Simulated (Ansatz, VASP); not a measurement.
## One calculation of Nb3C, two programs

INCAR

```
SYSTEM = Nb3C
PREC = Accurate ; ENCUT = 600
EDIFF = 1E-7 ; ISMEAR = 0
SIGMA = 0.1 ; LREAL = .False.
LASPH = .True. ; NELM = 60
ALGO = Normal ; ISIF = 3
LWAVE = .False. ; LCHARG = .False.
GGA = PE ; IBRION = 2
NSW = 90 ; EDIFFG = -0.04
```

File KPOINTS:

```
Automatic mesh
0
Gamma
  4 4 4
  0 0 0
```

POSCAR

```
Nb3C
1.0
    3.9686306100      0.0000000000      0.0000000000
    0.0000000000      3.9686306100      0.0000000000
    0.0000000000      0.0000000000      3.9686306100
Nb C
3 1
Direct
    0.5000000000      0.5000000000      0.0000000000
    0.5000000000      0.0000000000      0.5000000000
    0.0000000000      0.5000000000      0.5000000000
    0.0000000000      0.0000000000      0.0000000000
```

Input for Ansatz:

```yaml
crystal:
  lattice:
    - [3.96863061, 0.0, 0.0]
    - [0.0, 3.96863061, 0.0]
    - [0.0, 0.0, 3.96863061]
  atoms:
    - { symbol: Nb, position: [0.5, 0.5, 0.0] }
    - { symbol: Nb, position: [0.5, 0.0, 0.5] }
    - { symbol: Nb, position: [0.0, 0.5, 0.5] }
    - { symbol: C, position: [0.0, 0.0, 0.0] }
basis:
  ecutwfc: 420
kpoints:
  mp_grid: { grid: [4, 4, 4] }
hamiltonian:
  xc: pbe
scf:
  occupations: { method: gaussian, width: 0.1 }
  lower_state_search: "off"
output:
  forces: true
  stress: true
  eigenvalues: true
relax:
  adjacent_minimum: "off"
  f_tol: 0.04
  max_steps: 70
  cell: { stress_tol: 0.4 }
```

Change from the starting cell: species swapped into the NbIr3 type (Pm-3m, No. 221).

Alike in both runs: task relaxation of cell and atoms; functional PBE; k mesh 4 × 4 × 4; occupations gaussian, width 0.1 eV; no spin polarisation.

|  | VASP | Ansatz |
| --- | --- | --- |
| version | VASP 6.6.1 | Ansatz 0.2.0 |
| potentials or method | VASP PAW PBE potentials, release 64 (Nb_sv, C) | scalar-relativistic, plane waves, PAW |
| plane-wave cutoff (eV) | 600 | 420 |
| valence electrons in the cell | 43 | 43 |

VASP gave:

```
gap on the k mesh at the Fermi level, each at its own relaxed structure (eV) : none
relaxed volume (Å³/atom)                                                     : 14.66
relaxed cell length with the largest relative difference (Å)                 : 3.885
energy change over the relaxation (meV/atom)                                 : -35
```

**Question.** Which values does Ansatz return?

**Answer.** gap on the k mesh at the Fermi level, each at its own relaxed structure (eV): none; relaxed volume (Å³/atom): 14.65; relaxed cell length with the largest relative difference (Å): 3.884; energy change over the relaxation (meV/atom): -33.

A gap of «none» marks a metal or a gap that the smearing closes.

Caveats: the k mesh is coarse (spacing up to 0.40 Å⁻¹), so the values aren't converged.
